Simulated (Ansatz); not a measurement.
## Cs: from a trial structure to a relaxed crystal

Method: Ansatz, DFT PBEsol, scalar-relativistic, plane waves, PAW. Cutoff 420 eV, Γ-centred k mesh, Gaussian smearing, no spin polarisation in the final step.

Cs was placed on the beta-tin structure type (I4_1/amd, No. 141), at a guessed volume.

```
Cs
1.0
    -4.87456    4.87456    2.65916
     4.87456   -4.87456    2.65916
     4.87456    4.87456   -2.65916
Cs
2
Direct
  0.00000 0.00000 0.00000
  0.75000 0.25000 0.50000
```

Cell and atoms relax at zero pressure; the relaxation can't lower the symmetry of the start.

Energies count from the standard state of Cs at the same level.

Question: What does it relax into?

Answer: It keeps I4_1/amd (No. 141). The result has the beta-tin structure. Conventional cell: a = 9.452 Å, c = 5.111 Å. Around Cs lie 6 Cs at 4.90–5.11 Å.

```cif
data_structure
_symmetry_space_group_name_H-M 'I4_1/amd:1'
_symmetry_Int_Tables_number 141
_cell_length_a 9.4517
_cell_length_b 9.4517
_cell_length_c 5.1107
_cell_angle_alpha 90.000
_cell_angle_beta 90.000
_cell_angle_gamma 90.000
_cell_volume 456.56
loop_
_atom_site_label
_atom_site_type_symbol
_atom_site_symmetry_multiplicity
_atom_site_Wyckoff_symbol
_atom_site_fract_x
_atom_site_fract_y
_atom_site_fract_z
_atom_site_occupancy
Cs1 Cs 4 a 0.00000 0.00000 0.00000 1
```

Question: What are its volume, energy, density and gap?

Answer: The volume per atom is 114.14 Å³ and the density is 1.93 g/cm³. The energy over the standard structure is 0.06 eV/atom. The gap on the 12×12×12 mesh is 0 eV (a metal).

The final run used a 12×12×12 mesh on its 2-atom cell and 0.10 eV smearing. The k mesh leaves about 4 meV/atom of noise in metals. A structure relaxed within its symmetry needn't be a true minimum. The steps took roughly 2.2 core-minutes in all.